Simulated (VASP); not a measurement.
# PtS2 in VASP: relaxation of cell and atoms with PBE+D3(BJ)

Aim: the relaxation of cell and atoms of PtS2 with PBE+D3(BJ).

Everything below comes from runs of VASP 6.6.1. Logs are shortened: lines on timing, memory, paths and dates and some standing lists are left out, and cuts for length are marked.

## 1. Starting point

The cell holds a sheet with vacuum, 3 atoms: a = 3.560 Å, b = 3.560 Å, c = 18.460 Å, α = 90.00°, β = 90.00°, γ = 120.00°.

The cell was built by a generator and needn't be a form met in nature.

## 2. Relaxation of cell and atoms, PBE+D3(BJ)

INCAR

```
SYSTEM = PtS2
ALGO = Normal ; EDIFF = 1E-7
EDIFFG = -0.005 ; ENCUT = 600
GGA = PE ; IBRION = 2
ISIF = 3 ; ISMEAR = 0
IVDW = 12 ; KPAR = 4
LASPH = .True. ; LATTICE_CONSTRAINTS = .TRUE. .TRUE. .FALSE.
LCHARG = .False. ; LREAL = .False.
LWAVE = .False. ; NELM = 120
NSW = 40 ; PREC = Accurate
SIGMA = 0.03
```

KPOINTS

```
k-points
0
Gamma
  12 12 1
  0 0 0
```

POSCAR

```
PtS2
1.0
    3.5600000000      0.0000000000      0.0000000000
   -1.7800000000      3.0830504400      0.0000000000
    0.0000000000      0.0000000000     18.4600000000
S Pt
2 1
Direct
    0.3333330000      0.6666670000      0.4333694500
    0.6666670000      0.3333330000      0.5666305500
    0.0000000000      0.0000000000      0.5000000000
```

Potentials or basis: VASP PAW PBE potentials, release 64 (S, Pt).

The run is started by

```
$ cat potpaw_PBE.64/S/POTCAR potpaw_PBE.64/Pt/POTCAR > POTCAR
$ mpirun -np 4 vasp_std > vasp.out
```

OUTCAR:

```text
SYSTEM = PtS2
   EDIFF = 1E-7
   EDIFFG = -0.005
   ENCUT = 600
   GGA = PE
   IBRION = 2
   ISIF = 3
   ISMEAR = 0
   IVDW = 12
   LASPH = .True.
   LREAL = .False.
   NELM = 120
   NSW = 40
   PREC = Accurate
 IVDW          = 12

 ion  position               nearest neighbor table
   1  0.333  0.667  0.433-   3 2.40   3 2.40   3 2.40
   2  0.667  0.333  0.567-   3 2.40   3 2.40   3 2.40
   3  0.000  0.000  0.500-   1 2.40   2 2.40   2 2.40   1 2.40   2 2.40   1 2.40

  LATTYP: Found a hexagonal cell.
 ALAT       =     3.5600000000
 C/A-ratio  =     5.1853932584

  Lattice vectors:

 A1 = (   3.5600000000,   0.0000000000,   0.0000000000)
 A2 = (  -1.7800000000,   3.0830504400,   0.0000000000)
 A3 = (   0.0000000000,   0.0000000000,  18.4600000000)

Analysis of symmetry for initial positions (statically):
=====================================================================
 Subroutine PRICEL returns:
 Original cell was already a primitive cell.

 Routine SETGRP: Setting up the symmetry group for a
 hexagonal supercell.

 Subroutine GETGRP returns: Found 12 space group operations
 (whereof 12 operations were pure point group operations)
 out of a pool of 24 trial point group operations.

The static configuration has the point symmetry D_3d.

Analysis of symmetry for dynamics (positions and initial velocities):
=====================================================================
 Subroutine PRICEL returns:
 Original cell was already a primitive cell.

 Routine SETGRP: Setting up the symmetry group for a
 hexagonal supercell.

 Subroutine GETGRP returns: Found 12 space group operations
 (whereof 12 operations were pure point group operations)
 out of a pool of 24 trial point group operations.

The dynamic configuration has the point symmetry D_3d.

 Subroutine INISYM returns: Found 12 space group operations
 (whereof 12 operations are pure point group operations),
 and found     1 'primitive' translations

----------------------------------------------------------------------------------------

                                     Primitive cell

  volume of cell :     202.6107

  direct lattice vectors                    reciprocal lattice vectors
     3.560000000  0.000000000  0.000000000     0.280898876  0.162177042  0.000000000
    -1.780000000  3.083050440  0.000000000     0.000000000  0.324354084  0.000000000
     0.000000000  0.000000000 18.460000000     0.000000000  0.000000000  0.054171181

  length of vectors
     3.560000000  3.560000002 18.460000000     0.324354084  0.324354084  0.054171181

  position of ions in fractional coordinates (direct lattice)
     0.333333000  0.666667000  0.433369450
     0.666667000  0.333333000  0.566630550
     0.000000000  0.000000000  0.500000000

  ion indices of the primitive-cell ions
   primitive index   ion index
                 1           1
                 2           2
                 3           3

----------------------------------------------------------------------------------------

 KPOINTS: k-points

Automatic generation of k-mesh.
 Grid dimensions read from file:
 generate k-points for:   12   12    1

 Generating k-lattice:

  Cartesian coordinates                     Fractional coordinates (reciprocal lattice)
     0.023408240  0.013514753  0.000000000     0.083333333  0.000000000  0.000000000
     0.000000000  0.027029507  0.000000000     0.000000000  0.083333333  0.000000000
     0.000000000  0.000000000  0.054171181     0.000000000  0.000000000  1.000000000

  Length of vectors
     0.027029507  0.027029507  0.054171181

  Shift w.r.t. Gamma in fractional coordinates (k-lattice)
     0.000000000  0.000000000  0.000000000

 Subroutine IBZKPT returns following result:
 ===========================================

 Found     19 irreducible k-points:

 Following reciprocal coordinates:
            Coordinates               Weight
  0.000000  0.000000  0.000000      1.000000
  0.083333 -0.000000  0.000000      6.000000
  0.166667  0.000000  0.000000      6.000000
  0.250000  0.000000  0.000000      6.000000
  0.333333 -0.000000  0.000000      6.000000
  0.416667  0.000000  0.000000      6.000000
[... 11 lines left out ...]
  0.333333  0.250000  0.000000     12.000000
  0.333333  0.333333  0.000000      2.000000
   k-points           NKPTS =     19   k-points in BZ     NKDIM =     19   number of bands    NBANDS=     15
   number of dos      NEDOS =    301   number of ions     NIONS =      3
   total plane-waves  NPLWV = 117600
   dimension x,y,z NGX =    28 NGY =   28 NGZ =  150
   dimension x,y,z NGXF=    56 NGYF=   56 NGZF=  300
   ions per type =               2   1
   NGX,Y,Z   is equivalent  to a cutoff of  13.08, 13.08, 13.51 a.u.
   NGXF,Y,Z  is equivalent  to a cutoff of  26.15, 26.15, 27.02 a.u.
 SYSTEM =  PtS2
   PREC   = accura    normal or accurate (medium, high low for compatibility)
   ISTART =      0    job   : 0-new  1-cont  2-samecut
   ICHARG =      2    charge: 1-file 2-atom 10-const
   ISPIN  =      1    spin polarized calculation?
   LNONCOLLINEAR =      F non collinear calculations
   LSORBIT =      F    spin-orbit coupling
   LASPH  =      T    aspherical Exc in radial PAW
   ENCUT  =  600.0 eV  44.10 Ry    6.64 a.u.   7.11  7.11 36.87*2*pi/ulx,y,z
   NELM   =    120;   NELMIN=  2; NELMDL= -5     # of ELM steps
   EDIFF  = 0.1E-06   stopping-criterion for ELM
   LREAL  =      F    real-space projection
   EDIFFG = -.5E-02   stopping-criterion for IOM
   NSW    =     40    number of steps for IOM
   IBRION =      2    ionic relax: 0-MD 1-quasi-New 2-CG
   NFREE  =      1    steps in history (QN), initial steepest desc. (CG)
   ISIF   =      3    stress and relaxation
   ISYM   =      2    0-nonsym 1-usesym 2-fastsym
   POTIM  = 0.5000    time-step for ionic-motion
   TEBEG  =    0.0;   TEEND  =   0.0 temperature during run
   PSTRESS=    0.0 pullay stress
   NELECT =      22.0000    total number of electrons
   NUPDOWN=      -1.0000    fix difference up-down
   EMIN   =  10.00;   EMAX   =-10.00  energy-range for DOS
   EFERMI =   0.00;   METHOD = LEGACY
   ISMEAR =     0;   SIGMA  =   0.03  broadening in eV -4-tet -1-fermi 0-gaus
   EFERMI_NEDOS =   21; number of points for ismear=-14 and -15
   IALGO  =     38    algorithm
   IMIX   =      4    mixing-type and parameters
     AMIX     =   0.40;   BMIX     =  1.00
     AMIX_MAG =   1.60;   BMIX_MAG =  1.00
  volume/ion in A,a.u.               =      67.54       455.76
  Fermi-wavevector in a.u.,A,eV,Ry     =   0.781019  1.475912  8.299428  0.609991
  Thomas-Fermi vector in A             =   1.884450
   LORBIT       =      0    0 simple, 1 ext, 2 COOP (PROOUT), +10 PAW based schemes
   GGA     = PE    functional components
   LHFCALC =     F    Hartree Fock is set to
   AEXX    =    0.0000 exact exchange contribution
   IVDW    =    12    specifies the selected vdW correction
   LEPSILON=     F    determine dielectric tensor
   LRPA    =     F    only Hartree local field effects (RPA)
 conjugate gradient relaxation of ions
 non-spin polarized calculation
 Gauss-broadening in eV      SIGMA  =   0.03
  energy-cutoff  :      600.00
  volume of cell :      202.61
 maximum number of plane-waves:      6831
   NGX = 15   NGY = 15   NGZ = 73

--------------------------------------- Ionic step        1  -------------------------------------------

 number of electron      21.9999999 magnetization

 Free energy of the ion-electron system (eV)
  ---------------------------------------------------
  ext. energy  EPLUGINS =         0.00000000
  ---------------------------------------------------
  free energy    TOTEN  =       -15.45820437 eV

  energy without entropy =      -15.45820437  energy(sigma->0) =      -15.45820437

------------------------ aborting loop because EDIFF is reached ----------------------------------------

 Edisp (eV)   -0.82144

 E8    (eV) :    -0.3533

  FORCE on cell =-STRESS in cart. coord.  units (eV):
  Direction    XX          YY          ZZ          XY          YZ          ZX
  --------------------------------------------------------------------------------------
  -------------------------------------------------------------------------------------
  Total      -0.52756    -0.52756    -0.06647     0.00000    -0.00000     0.00000
  in kB      -4.17177    -4.17177    -0.52561     0.00000    -0.00000     0.00000
  external pressure =       -2.96 kB  Pullay stress =        0.00 kB

 VOLUME and BASIS-vectors are now :
 -----------------------------------------------------------------------------
  energy-cutoff  :      600.00
  volume of cell :      202.61
      direct lattice vectors                 reciprocal lattice vectors
     3.560000000  0.000000000  0.000000000     0.280898876  0.162177042  0.000000000
    -1.780000000  3.083050440  0.000000000     0.000000000  0.324354084  0.000000000
     0.000000000  0.000000000 18.460000000     0.000000000  0.000000000  0.054171181
[... 124 lines left out ...]
 POSITION                                       TOTAL-FORCE (eV/Angst)
 -----------------------------------------------------------------------------------
     -0.00000      2.04564      7.99683        -0.000000     -0.000000     -0.059200
      1.77157      1.02282     10.46317         0.000000      0.000000      0.059200
      0.00000      0.00000      9.23000         0.000000      0.000000      0.000000
 -----------------------------------------------------------------------------------
    total drift:                                0.000000      0.000000      0.000000

  FREE ENERGIE OF THE ION-ELECTRON SYSTEM (eV)
  ---------------------------------------------------
  free  energy   TOTEN  =       -16.2823197869 eV

  energy  without entropy=      -16.2823197869  energy(sigma->0) =      -16.28231979

--------------------------------------- Ionic step        5  -------------------------------------------

 number of electron      21.9999999 magnetization

 Free energy of the ion-electron system (eV)
  ---------------------------------------------------
  ext. energy  EPLUGINS =         0.00000000
  ---------------------------------------------------
  free energy    TOTEN  =       -15.45175023 eV

  energy without entropy =      -15.45175023  energy(sigma->0) =      -15.45175023

 E-fermi :  -2.7969     XC(G=0):  -3.5469

 val. band max:       -2.9971103774   @ k =   0.0833   0.0833   0.0000
 cond. band min:      -1.1648724825   @ k =   0.2500   0.0000   0.0000
 fundamental gap:      1.8322378949
 Fermi energy:        -2.7969317074

 k-point     1 :       0.0000    0.0000    0.0000
  band No.  band energies     occupation
      1     -17.0427      2.00000
      2     -14.8296      2.00000
      3      -8.5433      2.00000
      4      -8.5432      2.00000
      5      -8.2724      2.00000
      6      -5.8740      2.00000
      7      -5.8739      2.00000
      8      -3.8196      2.00000
      9      -3.6974      2.00000
     10      -3.2197      2.00000
     11      -3.2197      2.00000
     12       0.2697      0.00000
     13       0.2697      0.00000
     14       2.4349      0.00000
     15       2.8259      0.00000
[... 348 lines left out ...]
 POSITION                                       TOTAL-FORCE (eV/Angst)
 -----------------------------------------------------------------------------------
     -0.00000      2.04221      7.98882         0.000000     -0.000000      0.001068
      1.76860      1.02110     10.47118        -0.000000      0.000000     -0.001068
     -1.76860      3.06331      9.23000         0.000000      0.000000     -0.000000
 -----------------------------------------------------------------------------------
    total drift:                               -0.000000      0.000000      0.000000

  FREE ENERGIE OF THE ION-ELECTRON SYSTEM (eV)
  ---------------------------------------------------
  free  energy   TOTEN  =       -16.2827854465 eV

  energy  without entropy=      -16.2827854465  energy(sigma->0) =      -16.28278545

 reached required accuracy - stopping structural energy minimisation
```

Wall time 80 s (4 MPI ranks of Intel Xeon Platinum 8559C (Emerald Rapids), shared host); peak memory 0.4 GiB.

Results:

```
Free energy                            : -16.2828 eV
Relaxed volume                         : 66.67 Å³/atom
Relaxed cell                           : a = 3.537 Å, b = 3.537 Å, c = 18.460 Å, α = 90.00°, β = 90.00°, γ = 120.00°
Space group after relaxing (to 0.05 Å) : P-3m1 (No. 164)
Energy gained by relaxing              : 1.0 meV/atom
Ionic steps                            : 5
Band gap on the k mesh                 : 1.83 eV, indirect (least direct gap 1.98 eV)
Dispersion energy per atom             : -0.277 eV
```

The path:
```csv
step,energy change (eV),largest force (eV/Å),pressure (GPa),volume (Å³)
1,0.0000,0.0215,-0.30,202.61
2,0.0007,0.2149,0.46,199.19
3,-0.0021,0.0866,0.05,201.00
4,-0.0027,0.0592,0.03,200.70
5,-0.0031,0.0011,0.00,200.02
```

Final structure:
```
S Pt
1.0
     3.53720    0.00000    0.00000
    -1.76860    3.06331    0.00000
     0.00000    0.00000   18.46000
S Pt
2 1
Direct
  0.33333 0.66667 0.43276
  0.66667 0.33333 0.56724
  0.00000 0.00000 0.50000
```

Caveat: spin-orbit coupling is left out, which moves the levels of the heavy elements.
